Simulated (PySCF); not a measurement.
## Computed NMR parameters against published values

Atoms are numbered as in `[CH3:1][CH2:2][CH:3]=[O:4]`. Each H is labelled by its parent atom.

The experiment to reproduce: δ 13C C2 36.7; C1 5.2; δ 1H H(C2) 2.46; H(C1) 1.13 ppm (measured; solution, not stated per compound (mostly CDCl3 or CCl4); Pretsch, Buehlmann, Badertscher, Structure Determination of Organic Compounds, 4th ed. (2009)).
δ 17O O4 615.6 ppm (measured; liquid, neat; L. Olsson, D. Cremer, J. Phys. Chem. 100 (1996) 16881).
δ 17O O4 587.6 ppm (measured; liquid, neat, 295 K; 17O NMR survey of organic solvents and oxofluorinated compounds, PMC5915748).
δ 17O O4 615.6 ppm (measured; neat liquid; Olsson, Cremer, J. Phys. Chem. 1996, 100, 16881).

[PySCF 2.14.0 with density-fitted response routines: B97-2/pcSseg-2 with gauge-including orbitals; coordinates at the PBE0-D3(BJ)/def2-TZVP level; one computed conformer; isolated molecule; non-relativistic; equivalent nuclei averaged]

**Question.** How close does the calculation come?

**Answer.** 
Reference values: measured (solution, not stated per compound (mostly CDCl3 or CCl4); Pretsch, Buehlmann, Badertscher, Structure Determination of Organic Compounds, 4th ed. (2009)).
```csv
atoms,quantity,reference,computed,"computed, scaled"
C2,δ 13C,36.7,43.5,39.9
C1,δ 13C,5.2,8.0,5.7
H(C2),δ 1H,2.46,2.51,2.49
H(C1),δ 1H,1.13,1.01,1.10
```

Reference values: measured (liquid, neat; L. Olsson, D. Cremer, J. Phys. Chem. 100 (1996) 16881).
| atoms | quantity | reference | computed |
| --- | --- | --- | --- |
| O4 | δ 17O vs gaseous H2O | 615.6 | 655.5 |

Reference values: measured (liquid, neat, 295 K; 17O NMR survey of organic solvents and oxofluorinated compounds, PMC5915748).
| atoms | quantity | reference | computed | computed, scaled |
| --- | --- | --- | --- | --- |
| O4 | δ 17O vs D2O (external) | 587.6 | – | 584.9 |

Reference values: measured (neat liquid; Olsson, Cremer, J. Phys. Chem. 1996, 100, 16881).
| atoms | quantity | reference | computed |
| --- | --- | --- | --- |
| O4 | δ 17O vs H2O (gas) | 615.6 | 655.5 |

Computed shifts are σ(ref) − σ with the named reference compound (TMS for H and C) calculated as an isolated molecule at the same level. The measured values may be among those fitted. Empirical linear scaling, fitted to shifts measured mostly in CDCl3 for H and C (δ vs TMS): 17O: δ = 275.01 − 0.945σ (rms 12.8 ppm, 79 shifts vs liquid water, solution or neat liquid); 13C: δ = 176.83 − 0.965σ (rms 2.0 ppm, 507 shifts, 2.1 ppm with the 1 outlier that the fit left out); 1H: δ = 29.81 − 0.938σ (rms 0.14 ppm, 293 shifts, 0.16 ppm with the 4 outliers that the fit left out). Occasional misses reach two or three times the rms, and more in compound classes unlike the fitted ones.

**Question.** How far are the unscaled 13C shifts from the references?

**Answer.** Mean signed difference +4.80 ppm, mean absolute 4.80 ppm over 2 comparisons; the largest is +6.8 ppm at C2 (sp3 CH2 α to a carbonyl).

**Question.** How far are the unscaled 1H shifts from the references?

**Answer.** Mean signed difference -0.04 ppm, mean absolute 0.08 ppm over 2 comparisons; the largest is -0.12 ppm at H(C1) (hydrogen on a methyl carbon).

**Question.** How far are the unscaled 17O shifts from the references?

**Answer.** Mean signed difference +39.90 ppm, mean absolute 39.90 ppm over 2 comparisons; the largest is +39.9 ppm at O4 (aldehyde oxygen).
